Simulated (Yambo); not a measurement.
The system is NaH.

```
CELL_PARAMETERS angstrom
0.00000 2.44000 2.44000
2.44000 0.00000 2.44000
2.44000 2.44000 0.00000
ATOMIC_POSITIONS crystal
Na 0.00000 0.00000 0.00000
H 0.50000 0.50000 0.50000
```

Base run:

* Program: Yambo 5.3.0
* Functional: PBEsol
* Potentials or basis: PseudoDojo 0.4.1 SR PBEsol standard
* Cutoff: 1197 eV
* Density cutoff: 4789 eV
* k mesh: 6 × 6 × 6
* Occupations: fixed
* Spin: no spin polarisation

Its results: band gap on the k mesh, mean-field level 3.57 eV, indirect (least direct gap 4.41 eV).

Q: The run is repeated on the same cell with these changes: functional from PBEsol to LDA; potentials or basis from PseudoDojo 0.4.1 SR PBEsol standard to PseudoDojo 0.4.1 SR LDA standard. What comes out?

A: Band gap on the k mesh, mean-field level 3.42 eV, indirect (least direct gap 4.27 eV).

A k mesh can miss the band edges.
